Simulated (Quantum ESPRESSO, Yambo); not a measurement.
Planning a run of Yambo 5.3.0 on BeTe (F-43m). The input:

```
HF_and_locXC
gw0
dyson
ppa
em1d
rim_cut
RandQpts= 1000000
RandGvec= 1 RL
EXXRLvcs= 76 Ry
VXCRLvcs= 304 Ry
Chimod= "HARTREE"
% BndsRnXp
 1 | 98 |
%
NGsBlkXp= 6.5 Ry
% LongDrXp
 1 | 1 | 1 |
%
% GbndRnge
 1 | 98 |
%
DysSolver= "n"
ExtendOut
PPAPntXp= 27.21138 eV
% QPkrange
 1 | 1 | 17 | 24 |
 7 | 7 | 17 | 24 |
%
```

The database entry behind the starting cell differs from later determinations by our own check (an axis about 1.5 % short against later determinations), so it need not match the best structure at ambient conditions.

```sh
OMP_NUM_THREADS=1 mpirun -n 4 yambo -F gw7.in -J gw7 -C gw7 > gw7.log
```

The stored states that it reads are on a 4×4×4 mesh. Symmetry: F-43m, No. 216, cubic system. The conventional cell has a = 5.540 Å, b = 5.540 Å, c = 5.540 Å, α = 90.00°, β = 90.00°, γ = 90.00°. Nearest to Be lie 4 Te at 2.40 Å. Nearest to Te lie 4 Be at 2.40 Å. Farther neighbours and most contacts between anions are not listed.

**Question.** Estimate wall time and host memory on 4 MPI ranks of Arm Neoverse V1, shared host.

It took 1.7 min; on shared hardware allow 51 s to 3.4 min. Peak host memory was 2.2 GiB.

The screening grows as filled bands × empty bands × pairs of k points, times the square of the screening basis for the matrix.

[Paths, hosts, dates, memory and timing lines, banners, echoed tables and standing remarks are left out of the program output.]

[Logs are printed without paths, hosts, clocks, repeated set-up lines and the standing remarks that a program may print on its own settings, such as how far it seeks lower states.]

[Runs of the session that timed out or met a known fault of the program may be left out.]

[Hosts, paths, dates, database ids (printed as entryN), source tags and the programs' standing remarks are cut or masked in the printed files.]
